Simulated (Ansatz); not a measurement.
`FC(F)(F)CC(Cl)Cl` + HCl → `ClCC(Cl)Cl` + `FC(F)F` at 600 K and 1 bar (substitution at a C–C bond).

Gas-phase electronic energies from Ansatz, PBE0-D4/def2-TZVP geometries. CBS: MP2 limit from def2 TZ/QZ plus the TZ coupled-cluster correction, frozen cores. This one scheme is used for every species. One conformer a species, not always the lowest.

| species | CCSD(T)/CBS energy (Eh) | H − E (kJ/mol) | S (J/(mol·K)) |
| --- | --- | --- | --- |
| `FC(F)(F)CC(Cl)Cl` | -1334.90413 | 236.3 | 491.6 |
| HCl | -460.38127 | 35.4 | 207.2 |
| `ClCC(Cl)Cl` | -1457.24183 | 178.1 | 406.3 |
| `FC(F)F` | -338.02896 | 97.7 | 303.2 |

H − E and S are ideal-gas, rigid-rotor, harmonic terms from PBE0-D4/def2-TZVP, for one conformer and one mirror image of each species. 1 Eh = 2625.50 kJ/mol, R = 8.31446 J/(mol·K).

By hand: ΔE, ΔH, ΔS and ΔG.

ΔE = (-1457.24183) + (-338.02896) − (-1334.90413) − (-460.38127) = 0.01461 Eh = 38.4 kJ/mol. Δ(H − E) = 178.1 + 97.7 − 236.3 − 35.4 = 4.1, so ΔH = 42.5 kJ/mol. ΔS = 406.3 + 303.2 − 491.6 − 207.2 = 10.7 J/(mol·K). ΔG = 42.5 − 600 × (10.7)/1000 = 36.1 kJ/mol.

By hand: the equilibrium constant, and the temperature at which ΔG would vanish if ΔH and ΔS stayed fixed.

log₁₀ K = −ΔG/(RT ln 10) = -3.1. ΔG = 0 at ΔH/ΔS = 3972 K, far beyond where these terms or the molecules hold.

The number of gas molecules stays the same, so ΔS is small and ΔH decides. A doubt of 5 kJ/mol in ΔE shifts log₁₀ K by 0.4 here. Other conformers and mirror images would add mixing entropy, several J/(mol·K) or more a flexible species. Modes under 60 cm⁻¹, often nearly free rotors, make the harmonic entropy too high. These are equilibria of isolated gas molecules and say nothing of rates. Largest T1 diagnostic: 0.012 (customary marks: 0.02 for closed shells, 0.045 for open ones).
